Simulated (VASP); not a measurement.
# AlN (P6_3mc) in VASP: further runs

Runs on AlN. Level: PBE. Tasks: relaxation of shape and atoms at fixed volume.

Everything below comes from runs of VASP 6.6.1. Logs are shortened: lines on timing, memory, paths and dates and some standing lists are left out, and cuts for length are marked.

## (1) The undisturbed crystal

Symmetry: P6_3mc, No. 186, hexagonal system. The conventional cell has a = 3.113 Å, b = 3.113 Å, c = 4.981 Å, α = 90.00°, β = 90.00°, γ = 120.00°. Around Al (site symmetry 3m) lie 4 N at 1.89 Å. Around N (site symmetry 3m) lie 4 Al at 1.89 Å.

## (2) Relaxation of shape and atoms at fixed volume, PBE (a relaxed cell with its volume scaled by 0.97)

File INCAR:

```
SYSTEM = AlN
PREC = Accurate ; ENCUT = 520
EDIFF = 1E-7 ; ISMEAR = 0
SIGMA = 0.02 ; LREAL = .False.
LASPH = .True. ; NELM = 60
ALGO = Normal ; ISIF = 4
LWAVE = .False. ; LCHARG = .False.
GGA = PE ; IBRION = 2
NSW = 80 ; EDIFFG = -0.002
```

File KPOINTS:

```
regular mesh
0
Gamma
  3 3 1
  0 0 0
```

File POSCAR:

```
AlN                                     
1.0
    3.1199696638      0.0000000000      0.0000000000
   -1.5599848319      2.7019729858      0.0000000000
    0.0000000000      0.0000000000      4.8840662891
  Al              N             
     2     2
Direct
     0.3333333300000021    0.6666666699999979    0.9961855878091868
     0.6666666699999979    0.3333333300000021    0.4961855878091868
     0.3333333300000021    0.6666666699999979    0.3838144121908158
     0.6666666699999979    0.3333333300000021    0.8838144121908158
```

Potentials or basis: VASP PAW PBE potentials, release 64 (Al, N).

Command:

```sh
> cat potpaw_PBE.64/Al/POTCAR potpaw_PBE.64/N/POTCAR > POTCAR
> mpirun -np 1 vasp_std > vasp.out
```

OUTCAR:

```text
SYSTEM = AlN
   PREC = Accurate
   ENCUT = 520
   EDIFF = 1E-7
   ISMEAR = 0
   LREAL = .False.
   LASPH = .True.
   NELM = 60
   ISIF = 4
   GGA = PE
   IBRION = 2
   NSW = 80
   EDIFFG = -0.002

 ion  position               nearest neighbor table
   1  0.333  0.667  0.996-   4 1.88   4 1.88   4 1.88   3 1.89   2 3.03   2 3.03   2 3.03   2 3.03
                             2 3.03   2 3.03
   2  0.667  0.333  0.496-   3 1.88   3 1.88   3 1.88   4 1.89   1 3.03   1 3.03   1 3.03   1 3.03
                             1 3.03   1 3.03
   3  0.333  0.667  0.384-   2 1.88   2 1.88   2 1.88   1 1.89
   4  0.667  0.333  0.884-   1 1.88   1 1.88   1 1.88   2 1.89

  LATTYP: Found a hexagonal cell.
 ALAT       =     3.1199696638
 C/A-ratio  =     1.5654210827

  Lattice vectors:

 A1 = (   3.1199696638,   0.0000000000,   0.0000000000)
 A2 = (  -1.5599848319,   2.7019729858,   0.0000000000)
 A3 = (   0.0000000000,   0.0000000000,   4.8840662891)

Analysis of symmetry for initial positions (statically):
=====================================================================
 Subroutine PRICEL returns:
 Original cell was already a primitive cell.

 Routine SETGRP: Setting up the symmetry group for a
 hexagonal supercell.

 Subroutine GETGRP returns: Found 12 space group operations
 (whereof  6 operations were pure point group operations)
 out of a pool of 24 trial point group operations.

The static configuration has the point symmetry C_3v.
 The point group associated with its full space group is C_6v.

Analysis of symmetry for dynamics (positions and initial velocities):
=====================================================================
 Subroutine PRICEL returns:
 Original cell was already a primitive cell.

 Routine SETGRP: Setting up the symmetry group for a
 hexagonal supercell.

 Subroutine GETGRP returns: Found 12 space group operations
 (whereof  6 operations were pure point group operations)
 out of a pool of 24 trial point group operations.

The dynamic configuration has the point symmetry C_3v.
 The point group associated with its full space group is C_6v.

 Subroutine INISYM returns: Found 12 space group operations
 (whereof  6 operations are pure point group operations),
 and found     1 'primitive' translations

----------------------------------------------------------------------------------------

                                     Primitive cell

  volume of cell :      41.1730

  direct lattice vectors                    reciprocal lattice vectors
     3.119969664  0.000000000  0.000000000     0.320515937  0.185049963  0.000000000
    -1.559984832  2.701972986  0.000000000     0.000000000  0.370099925  0.000000000
     0.000000000  0.000000000  4.884066289     0.000000000  0.000000000  0.204747426

  length of vectors
     3.119969664  3.119969662  4.884066289     0.370099925  0.370099925  0.204747426

  position of ions in fractional coordinates (direct lattice)
     0.333333330  0.666666670  0.996185588
     0.666666670  0.333333330  0.496185588
     0.333333330  0.666666670  0.383814412
     0.666666670  0.333333330  0.883814412

  ion indices of the primitive-cell ions
   primitive index   ion index
                 1           1
                 2           2
                 3           3
                 4           4

----------------------------------------------------------------------------------------

 KPOINTS: regular mesh

Automatic generation of k-mesh.
 Grid dimensions read from file:
 generate k-points for:    3    3    1

 Generating k-lattice:

  Cartesian coordinates                     Fractional coordinates (reciprocal lattice)
     0.106838646  0.061683321  0.000000000     0.333333333  0.000000000  0.000000000
     0.000000000  0.123366642  0.000000000     0.000000000  0.333333333  0.000000000
     0.000000000  0.000000000  0.204747426     0.000000000  0.000000000  1.000000000

  Length of vectors
     0.123366642  0.123366642  0.204747426

  Shift w.r.t. Gamma in fractional coordinates (k-lattice)
     0.000000000  0.000000000  0.000000000

 Subroutine IBZKPT returns following result:
 ===========================================

 Found      3 irreducible k-points:

 Following reciprocal coordinates:
            Coordinates               Weight
  0.000000  0.000000  0.000000      1.000000
  0.333333  0.000000  0.000000      6.000000
  0.333333  0.333333  0.000000      2.000000
   k-points           NKPTS =      3   k-points in BZ     NKDIM =      3   number of bands    NBANDS=     12
   number of dos      NEDOS =    301   number of ions     NIONS =      4
   total plane-waves  NPLWV =  20736
   dimension x,y,z NGX =    24 NGY =   24 NGZ =   36
   dimension x,y,z NGXF=    48 NGYF=   48 NGZF=   72
   ions per type =               2   2
   NGX,Y,Z   is equivalent  to a cutoff of  12.79, 12.79, 12.25 a.u.
   NGXF,Y,Z  is equivalent  to a cutoff of  25.58, 25.58, 24.51 a.u.
 SYSTEM =  AlN
   PREC   = accura    normal or accurate (medium, high low for compatibility)
   ISTART =      0    job   : 0-new  1-cont  2-samecut
   ICHARG =      2    charge: 1-file 2-atom 10-const
   ISPIN  =      1    spin polarized calculation?
   LNONCOLLINEAR =      F non collinear calculations
   LSORBIT =      F    spin-orbit coupling
   LASPH  =      T    aspherical Exc in radial PAW
   ENCUT  =  520.0 eV  38.22 Ry    6.18 a.u.   5.80  5.80  9.08*2*pi/ulx,y,z
   NELM   =     60;   NELMIN=  2; NELMDL= -5     # of ELM steps
   EDIFF  = 0.1E-06   stopping-criterion for ELM
   LREAL  =      F    real-space projection
   EDIFFG = -.2E-02   stopping-criterion for IOM
   NSW    =     80    number of steps for IOM
   IBRION =      2    ionic relax: 0-MD 1-quasi-New 2-CG
   NFREE  =      1    steps in history (QN), initial steepest desc. (CG)
   ISIF   =      4    stress and relaxation
   ISYM   =      2    0-nonsym 1-usesym 2-fastsym
   POTIM  = 0.5000    time-step for ionic-motion
   TEBEG  =    0.0;   TEEND  =   0.0 temperature during run
   PSTRESS=    0.0 pullay stress
   NELECT =      16.0000    total number of electrons
   NUPDOWN=      -1.0000    fix difference up-down
   EMIN   =  10.00;   EMAX   =-10.00  energy-range for DOS
   EFERMI =   0.00;   METHOD = LEGACY
   ISMEAR =     0;   SIGMA  =   0.02  broadening in eV -4-tet -1-fermi 0-gaus
   EFERMI_NEDOS =   21; number of points for ismear=-14 and -15
   IALGO  =     38    algorithm
   IMIX   =      4    mixing-type and parameters
     AMIX     =   0.40;   BMIX     =  1.00
     AMIX_MAG =   1.60;   BMIX_MAG =  1.00
  volume/ion in A,a.u.               =      10.29        69.46
  Fermi-wavevector in a.u.,A,eV,Ry     =   1.194659  2.257578 19.418363  1.427209
  Thomas-Fermi vector in A             =   2.330643
   LORBIT       =      0    0 simple, 1 ext, 2 COOP (PROOUT), +10 PAW based schemes
   GGA     = PE    functional components
   LHFCALC =     F    Hartree Fock is set to
   AEXX    =    0.0000 exact exchange contribution
   IVDW    =     0    specifies the selected vdW correction
   LEPSILON=     F    determine dielectric tensor
   LRPA    =     F    only Hartree local field effects (RPA)
 conjugate gradient relaxation of ions
 non-spin polarized calculation
 Gauss-broadening in eV      SIGMA  =   0.02
  energy-cutoff  :      520.00
  volume of cell :       41.17
 maximum number of plane-waves:      1116
 NGX is ok and might be reduce to    24
   NGX = 11   NGY = 11   NGZ = 19

--------------------------------------- Ionic step        1  -------------------------------------------

 number of electron      15.9999996 magnetization

 Free energy of the ion-electron system (eV)
  ---------------------------------------------------
  ext. energy  EPLUGINS =         0.00000000
  ---------------------------------------------------
  free energy    TOTEN  =       -29.79229344 eV

  energy without entropy =      -29.79229344  energy(sigma->0) =      -29.79229344

------------------------ aborting loop because EDIFF is reached ----------------------------------------

  FORCE on cell =-STRESS in cart. coord.  units (eV):
  Direction    XX          YY          ZZ          XY          YZ          ZX
  --------------------------------------------------------------------------------------
  -------------------------------------------------------------------------------------
  Total        1.6726020      1.6726020      1.5948487      0.0000000      0.0000000     -0.0000000
  in kB       65.0864020     65.0864019     62.0607676      0.0000000      0.0000000     -0.0000000
  external PRESSURE =      64.0778572 kB  Pullay stress =       0.0000000 kB
[... 137 lines left out ...]
  energy  without entropy=      -29.7925159246  energy(sigma->0) =      -29.79251592

--------------------------------------- Ionic step        5  -------------------------------------------

 number of electron      15.9999997 magnetization

 Free energy of the ion-electron system (eV)
  ---------------------------------------------------
  ext. energy  EPLUGINS =         0.00000000
  ---------------------------------------------------
  free energy    TOTEN  =       -29.79255419 eV

  energy without entropy =      -29.79255419  energy(sigma->0) =      -29.79255419

 E-fermi :   6.6053     XC(G=0): -10.9614

 val. band max:        6.5067084531   @ k =   0.0000   0.0000   0.0000
 cond. band min:      10.6647243139   @ k =   0.0000   0.0000   0.0000
 fundamental gap:      4.1580158608
 Fermi energy:         6.6053414797

 k-point     1 :       0.0000    0.0000    0.0000
  band No.  band energies     occupation
      1      -8.9671      2.00000
      2      -6.6657      2.00000
      3       0.3549      2.00000
      4       5.2964      2.00000
      5       5.2964      2.00000
      6       6.0249      2.00000
      7       6.0249      2.00000
      8       6.5067      2.00000
      9      10.6647      0.00000
     10      12.8829      0.00000
     11      17.2503      0.00000
     12      17.3118      0.00000
[... 59 lines left out ...]
  FREE ENERGIE OF THE ION-ELECTRON SYSTEM (eV)
  ---------------------------------------------------
  free  energy   TOTEN  =       -29.7925541944 eV

  energy  without entropy=      -29.7925541944  energy(sigma->0) =      -29.79255419

 reached required accuracy - stopping structural energy minimisation
```

Run time: 6.6 s. Hardware: 1 thread of Intel Xeon Platinum 8488C (Sapphire Rapids), shared host; peak memory 0.14 GiB.

What came out:

* Free energy: -29.7926 eV
* Energy gained by relaxing: 0.1 meV/atom
* Ionic steps: 5
* Pressure after relaxing: 6.3 GPa
* Band gap on the k mesh: 4.16 eV, direct

The path:
```tsv
step	energy change (eV)	largest force (eV/Å)	pressure (GPa)	volume (Å³)
1	0.0000	0.0341	6.41	41.17
2	-0.0002	0.0057	6.37	41.17
3	-0.0002	0.0114	6.35	41.17
4	-0.0002	0.0113	6.33	41.17
5	-0.0003	0.0003	6.34	41.17
```

Final structure:
```
Al N
1.0
     3.12270    0.00000    0.00000
    -1.56135    2.70434    0.00000
     0.00000    0.00000    4.87553
Al N
2 2
Direct
  0.33333 0.66667 0.99561
  0.66667 0.33333 0.49561
  0.33333 0.66667 0.38439
  0.66667 0.33333 0.88439
```

Levels at points of the mesh, in eV from the valence-band top:
| k point | band 6 | band 7 | band 8 | band 9 | band 10 | band 11 |
| --- | --- | --- | --- | --- | --- | --- |
| (0.00, 0.00, 0.00) | -0.48 | -0.48 | 0.00 | 4.16 | 6.38 | 10.74 |

Caveat: the k mesh is coarse (spacing up to 1.29 Å⁻¹), so the values aren't converged.

## (3) Relaxation of shape and atoms at fixed volume, PBE (a relaxed cell with its volume scaled by 1.03)

INCAR is that of step 2.

KPOINTS is that of step 2.

Changes to POSCAR since step 2:

```diff
@@ -2,5 +2,5 @@
 1.0
-    3.1199696638      0.0000000000      0.0000000000
-   -1.5599848319      2.7019729858      0.0000000000
-    0.0000000000      0.0000000000      4.8840662891
+    3.1830163402      0.0000000000      0.0000000000
+   -1.5915081701      2.7565730091      0.0000000000
+    0.0000000000      0.0000000000      4.9827608856
   Al              N
```

Potentials or basis: VASP PAW PBE potentials, release 64 (Al, N).

Command:

```sh
> cat potpaw_PBE.64/Al/POTCAR potpaw_PBE.64/N/POTCAR > POTCAR
> mpirun -np 1 vasp_std > vasp.out
```

OUTCAR:

```text
SYSTEM = AlN
   PREC = Accurate
   ENCUT = 520
   EDIFF = 1E-7
   ISMEAR = 0
   LREAL = .False.
   LASPH = .True.
   NELM = 60
   ISIF = 4
   GGA = PE
   IBRION = 2
   NSW = 80
   EDIFFG = -0.002

 ion  position               nearest neighbor table
   1  0.333  0.667  0.996-   4 1.92   4 1.92   4 1.92   3 1.93   2 3.10   2 3.10   2 3.10   2 3.10
                             2 3.10   2 3.10
   2  0.667  0.333  0.496-   3 1.92   3 1.92   3 1.92   4 1.93   1 3.10   1 3.10   1 3.10   1 3.10
                             1 3.10   1 3.10
   3  0.333  0.667  0.384-   2 1.92   2 1.92   2 1.92   1 1.93
   4  0.667  0.333  0.884-   1 1.92   1 1.92   1 1.92   2 1.93

  LATTYP: Found a hexagonal cell.
 ALAT       =     3.1830163402
 C/A-ratio  =     1.5654210827

  Lattice vectors:

 A1 = (   3.1830163402,   0.0000000000,   0.0000000000)
 A2 = (  -1.5915081701,   2.7565730091,   0.0000000000)
 A3 = (   0.0000000000,   0.0000000000,   4.9827608856)

Analysis of symmetry for initial positions (statically):
=====================================================================
 Subroutine PRICEL returns:
 Original cell was already a primitive cell.

 Routine SETGRP: Setting up the symmetry group for a
 hexagonal supercell.

 Subroutine GETGRP returns: Found 12 space group operations
 (whereof  6 operations were pure point group operations)
 out of a pool of 24 trial point group operations.

The static configuration has the point symmetry C_3v.
 The point group associated with its full space group is C_6v.

Analysis of symmetry for dynamics (positions and initial velocities):
=====================================================================
 Subroutine PRICEL returns:
 Original cell was already a primitive cell.

 Routine SETGRP: Setting up the symmetry group for a
 hexagonal supercell.

[... 99 lines left out ...]
   NUPDOWN=      -1.0000    fix difference up-down
   EMIN   =  10.00;   EMAX   =-10.00  energy-range for DOS
   EFERMI =   0.00;   METHOD = LEGACY
   ISMEAR =     0;   SIGMA  =   0.02  broadening in eV -4-tet -1-fermi 0-gaus
   EFERMI_NEDOS =   21; number of points for ismear=-14 and -15
   IALGO  =     38    algorithm
   IMIX   =      4    mixing-type and parameters
     AMIX     =   0.40;   BMIX     =  1.00
     AMIX_MAG =   1.60;   BMIX_MAG =  1.00
  volume/ion in A,a.u.               =      10.93        73.76
  Fermi-wavevector in a.u.,A,eV,Ry     =   1.170996  2.212861 18.656734  1.371231
  Thomas-Fermi vector in A             =   2.307446
   LORBIT       =      0    0 simple, 1 ext, 2 COOP (PROOUT), +10 PAW based schemes
   GGA     = PE    functional components
   LHFCALC =     F    Hartree Fock is set to
   AEXX    =    0.0000 exact exchange contribution
   IVDW    =     0    specifies the selected vdW correction
   LEPSILON=     F    determine dielectric tensor
   LRPA    =     F    only Hartree local field effects (RPA)
 conjugate gradient relaxation of ions
 non-spin polarized calculation
 Gauss-broadening in eV      SIGMA  =   0.02
  energy-cutoff  :      520.00
  volume of cell :       43.72
 maximum number of plane-waves:      1188
 NGX is ok and might be reduce to    24
   NGX = 11   NGY = 11   NGZ = 19

--------------------------------------- Ionic step        1  -------------------------------------------

 number of electron      16.0000003 magnetization

 Free energy of the ion-electron system (eV)
  ---------------------------------------------------
  ext. energy  EPLUGINS =         0.00000000
  ---------------------------------------------------
  free energy    TOTEN  =       -29.79614466 eV

  energy without entropy =      -29.79614466  energy(sigma->0) =      -29.79614466

------------------------ aborting loop because EDIFF is reached ----------------------------------------

  FORCE on cell =-STRESS in cart. coord.  units (eV):
  Direction    XX          YY          ZZ          XY          YZ          ZX
  --------------------------------------------------------------------------------------
  -------------------------------------------------------------------------------------
  Total       -1.5155099     -1.5155099     -1.4588096      0.0000000      0.0000000      0.0000000
  in kB      -55.5380912    -55.5380911    -53.4602241      0.0000000      0.0000000      0.0000000
  external PRESSURE =     -54.8454688 kB  Pullay stress =       0.0000000 kB
[... 139 lines left out ...]
--------------------------------------- Ionic step        5  -------------------------------------------

 number of electron      16.0000003 magnetization

 Free energy of the ion-electron system (eV)
  ---------------------------------------------------
  ext. energy  EPLUGINS =         0.00000000
  ---------------------------------------------------
  free energy    TOTEN  =       -29.79633080 eV

  energy without entropy =      -29.79633080  energy(sigma->0) =      -29.79633080

 E-fermi :   6.0348     XC(G=0): -10.7008

 val. band max:        5.8846535511   @ k =   0.0000   0.0000   0.0000
 cond. band min:       9.5675329766   @ k =   0.0000   0.0000   0.0000
 fundamental gap:      3.6828794255
 Fermi energy:         6.0347610059

 k-point     1 :       0.0000    0.0000    0.0000
  band No.  band energies     occupation
      1      -9.1790      2.00000
      2      -7.0876      2.00000
      3       0.0327      2.00000
      4       4.7900      2.00000
      5       4.7900      2.00000
      6       5.4873      2.00000
      7       5.4873      2.00000
      8       5.8847      2.00000
      9       9.5675      0.00000
     10      11.8284      0.00000
     11      16.1505      0.00000
     12      16.3564      0.00000
[... 59 lines left out ...]
  FREE ENERGIE OF THE ION-ELECTRON SYSTEM (eV)
  ---------------------------------------------------
  free  energy   TOTEN  =       -29.7963307973 eV

  energy  without entropy=      -29.7963307973  energy(sigma->0) =      -29.79633080

 reached required accuracy - stopping structural energy minimisation
```

It took 6.9 s on 1 thread of Intel Xeon Platinum 8488C (Sapphire Rapids), shared host; peak memory 0.14 GiB.

What came out:

```yaml
Free_energy: -29.7963 eV
Energy_gained_by_relaxing: 0.0 meV/atom
Ionic_steps: 5
Pressure_after_relaxing: -5.4 GPa
Band_gap_on_the_k_mesh: 3.68 eV, direct
```

The path:
| step | energy change (eV) | largest force (eV/Å) | pressure (GPa) | volume (Å³) |
| --- | --- | --- | --- | --- |
| 1 | 0.0000 | 0.0312 | -5.48 | 43.72 |
| 2 | -0.0001 | 0.0060 | -5.46 | 43.72 |
| 3 | -0.0002 | 0.0066 | -5.45 | 43.72 |
| 4 | -0.0002 | 0.0045 | -5.44 | 43.72 |
| 5 | -0.0002 | 0.0002 | -5.44 | 43.72 |

Final structure:
```yaml
crystal:
  lattice:
    - [3.18099, 0.00000, 0.00000]
    - [-1.59049, 2.75482, 0.00000]
    - [0.00000, 0.00000, 4.98911]
  atoms:
    - { symbol: Al, position: [0.33333, 0.66667, 0.99666] }
    - { symbol: Al, position: [0.66667, 0.33333, 0.49666] }
    - { symbol: N, position: [0.33333, 0.66667, 0.38334] }
    - { symbol: N, position: [0.66667, 0.33333, 0.88334] }
```

Levels at points of the mesh, in eV from the valence-band top:
```csv
k point,band 6,band 7,band 8,band 9,band 10,band 11
"(0.00, 0.00, 0.00)",-0.40,-0.40,0.00,3.68,5.94,10.27
```

Caveat: the k mesh is coarse (spacing up to 1.26 Å⁻¹), so the values aren't converged.

(Part 1 of 2 ends here.)
